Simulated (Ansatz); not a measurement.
Molecular dynamics on a 2×2×2 supercell (16 atoms) of CaO (Fm-3m), relaxed with r2SCAN. Forces come from PBEsol in Ansatz 0.2.0: Langevin thermostat and barostat (NPT), 300 K, steps of 2 fs. Classical nuclei, no spin polarisation; a few dozen steps show the first response, not equilibrium.

```yaml
crystal:
  lattice:
    - [0.0, 4.7950947802, 4.7950947802]
    - [4.7950947802, 0.0, 4.7950947802]
    - [4.7950947802, 4.7950947802, 0.0]
  atoms:
    - { symbol: Ca, position: [0.0, 0.0, 0.0] }
    - { symbol: O, position: [0.25, 0.25, 0.25] }
    - { symbol: Ca, position: [0.0, 0.0, 0.5] }
    - { symbol: O, position: [0.25, 0.25, 0.75] }
    - { symbol: Ca, position: [0.0, 0.5, 0.0] }
    - { symbol: O, position: [0.25, 0.75, 0.25] }
    - { symbol: Ca, position: [0.0, 0.5, 0.5] }
    - { symbol: O, position: [0.25, 0.75, 0.75] }
    - { symbol: Ca, position: [0.5, 0.0, 0.0] }
    - { symbol: O, position: [0.75, 0.25, 0.25] }
    - { symbol: Ca, position: [0.5, 0.0, 0.5] }
    - { symbol: O, position: [0.75, 0.25, 0.75] }
    - { symbol: Ca, position: [0.5, 0.5, 0.0] }
    - { symbol: O, position: [0.75, 0.75, 0.25] }
    - { symbol: Ca, position: [0.5, 0.5, 0.5] }
    - { symbol: O, position: [0.75, 0.75, 0.75] }
kpoints:
  mp_grid: { grid: [2, 2, 2] }
hamiltonian:
  xc: pbesol
scf:
  occupations: { method: fermi_dirac, width: 0.026 }
md:
  ensemble: npt_langevin
  temperature: 300
  timestep: 2.0
  n_steps: 30
  initial_velocities: maxwell_boltzmann
  seed: 744
```

Command: `ansatz run input.yaml --threads 4 --pin off --max-ram 3686MiB --backend cpu --events-out ev --progress --plain --runs-dir out`. It took 68 s on 4 threads of Arm Neoverse V1 (shared host), load about 1.2 per core; peak host memory 0.81 GiB.

```tsv
step	t (fs)	T (K)	free energy F from step 0 (meV/atom)	kinetic energy (meV/atom)	pressure (GPa)	volume (Å³/atom)	largest force (eV/Å)
0	0	281	0.0	36.4	-1.63	13.78	0.00
1	2	275	0.3	35.6	-1.59	13.78	0.11
2	4	263	1.3	34.0	-1.50	13.77	0.22
3	6	244	3.0	31.5	-1.37	13.76	0.33
4	8	243	5.2	31.4	-1.17	13.74	0.43
5	10	213	7.9	27.5	-0.95	13.72	0.51
6	12	185	10.8	24.0	-0.70	13.70	0.57
7	14	154	13.9	19.9	-0.47	13.68	0.65
8	16	141	16.9	18.3	-0.21	13.66	0.72
9	18	128	19.8	16.5	0.03	13.65	0.78
10	20	121	22.3	15.7	0.22	13.63	0.82
11	22	112	24.2	14.5	0.34	13.63	0.86
12	24	107	25.6	13.9	0.38	13.63	0.89
13	26	106	26.5	13.7	0.36	13.63	0.91
14	28	84	26.9	10.9	0.24	13.65	0.95
15	30	85	26.9	11.1	0.11	13.66	0.98
16	32	102	26.4	13.1	0.00	13.68	0.99
17	34	115	25.5	14.8	-0.14	13.69	1.01
18	36	131	24.6	16.9	-0.28	13.71	1.03
19	38	150	23.7	19.4	-0.41	13.72	1.05
20	40	138	23.0	17.8	-0.59	13.74	1.06
21	42	160	22.4	20.6	-0.74	13.75	1.05
22	44	164	22.1	21.2	-0.89	13.77	1.03
23	46	176	22.0	22.7	-1.00	13.78	1.07
24	48	177	21.9	22.9	-1.11	13.79	1.10
25	50	173	22.0	22.3	-1.23	13.80	1.12
26	52	207	22.7	26.8	-1.32	13.81	1.14
27	54	187	23.6	24.2	-1.43	13.82	1.16
28	56	170	24.7	22.0	-1.50	13.83	1.17
29	58	170	25.6	21.9	-1.54	13.83	1.16
30	60	196	26.5	25.4	-1.51	13.84	1.15
```

The temperature starts at 281 K, is lowest at step 14 (84 K, 28 fs) and ends at 196 K. The thermostat hasn't had time to restore it. The atoms start on their lattice sites with kinetic energy alone, so much of it first passes into potential energy.

Positions (Å) and forces (eV/Å) at step 30:
```
cell (Å): 0.000 4.801 4.801; 4.801 0.000 4.801; 4.801 4.801 0.000
Ca   0.023   0.066  -0.010    -0.022   0.052   0.727
O    2.348   2.409   2.427     0.207   0.091   0.149
Ca   2.432   2.356  -0.015    -0.365   0.042   0.257
O    4.817   4.818   2.435    -0.115  -0.096   0.131
Ca   2.482  -0.006   2.528    -0.854   0.019  -0.769
O    4.849   2.375   4.855    -0.225   0.180  -0.192
Ca   4.709   2.408   2.288     0.586   0.282   0.842
O    7.179   4.822   4.921     0.245  -0.195  -0.580
Ca   0.008   2.401   2.452    -0.049  -0.452  -0.373
O    2.404   4.849   4.920     0.005  -0.353  -0.499
Ca   2.374   4.814   2.440     0.304   0.184  -0.228
O    4.777   7.187   4.875     0.076   0.249  -0.782
Ca   2.346   2.436   4.815     0.338  -0.150   0.364
O    4.776   4.904   7.213     0.174  -0.649   0.299
Ca   4.849   4.689   4.821    -0.322   0.464  -0.052
O    7.219   7.166   7.126     0.017   0.333   0.706
```
